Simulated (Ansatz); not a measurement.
# Ir, one cell by several methods

```
Ir
1.0
     2.74856    0.00000    0.00000
    -1.37428    2.38033    0.00000
     0.00000    0.00000    4.45166
Ir
2
Direct
  0.33333 0.66667 0.25000
  0.66667 0.33333 0.75000
```

Atoms are numbered in the order listed.

The structure comes from a relaxation in the same program, started in the hcp type, and has space group P6_3/mmc. Whether it is a known phase or the ground state wasn't checked.

No spin–orbit coupling, which matters for the heavy atoms here.

Methods: DFT, PBE, PAW with Ansatz's default frozen-core files, scalar-relativistic (Ansatz 0.2.0); DFT, PBE, all-electron PAW with datasets made for the crystal, scalar-relativistic (Ansatz 0.2.0); DFT, PBE, all-electron LAPW, scalar-relativistic (Ansatz 0.2.0).

For PAW: a Γ-centred 15×15×8 k mesh, Fermi–Dirac smearing of 0.03 eV, cutoff 420 eV, no spin polarisation. The crystal-made all-electron datasets (AE datasets) take a cutoff of 260 eV at this cell. LAPW targets a basis error of 1 meV/atom. The Ansatz runs share mesh, smearing and spin set-up. Plane-wave (PAW) pressures include the program's estimate of the Pulay term.

Stress and pressure are positive in compression.

Spin–orbit coupling is left out, which moves gradients at and beside heavy atoms by some per cent and at worst by a factor of two.

In a metal, gradients converge slowly with the k mesh: the values move by tens of per cent from one mesh to another, at times in sign, so only the comparison on one mesh counts.

Levels count from the Fermi level.

```tsv
quantity	PAW	AE datasets	LAPW
pressure (GPa)	0.01	-0.05	-0.05
highest filled level at H (eV)	-2.315	-2.314	-2.314
lowest empty level at H (eV)	0.286	0.286	0.286
highest filled level at L (eV)	-0.937	-0.937	-0.937
lowest empty level at L (eV)	0.915	0.914	0.914
field gradient Vzz at Ir1 (10²¹ V/m²)	1.26	1.30	–
```

PAW's pressure differs from the LAPW value by +0.06 GPa.
